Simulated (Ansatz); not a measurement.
# AlNi₃: how the energy converges with the cutoff

AlNi₃, Fm-3m, a = 5.604 Å. The structure is a Materials Project entry; whether it is the stable form wasn't checked. Ansatz: PBEsol, PAW, cutoff varied, Γ-centred 14×14×14 mesh on 4 atoms, Gaussian smearing 0.10 eV; no spin polarisation. Single points at one geometry, the cutoff alone changed; ΔE is the energy at zero smearing over the run at 850 eV (runs within 0.3 meV/atom of it are left out). The runs up to 380 eV lie under the cutoff recommended for these PAW datasets.

```
cutoff (eV)  ΔE (meV/atom)
        150       67688.56
        200       11427.43
        250        1866.21
        300         240.72
        350          17.50
        380           3.84
        420           1.89
        460           1.32
        520           0.73
        600              ?
```

**Question.** Assume ΔE falls exponentially with the cutoff, fit y = ln ΔE against x, the cutoff in eV, to the other rows, and predict the missing value.

**Answer.** y = 11.123, 9.344, 7.532, 5.484, 2.862, 1.345, 0.637, 0.278, -0.315. Means x = 336.7, y = 4.2544; Σ(Δx)² = 120200, ΣΔxΔy = -4081; the slope is their ratio. y = 15.69 − 0.03395 x, a factor of ten per 68 eV. At 600 eV this gives ΔE = 0.01 meV/atom. The run gave 0.49, a ratio of 0.02. Between neighbouring rows the decay runs from a factor of ten per 44 eV to one per 462 eV, so one exponential is only a rough guide. The fast fall gives way to a slow tail, so a fit to low cutoffs promises convergence too early.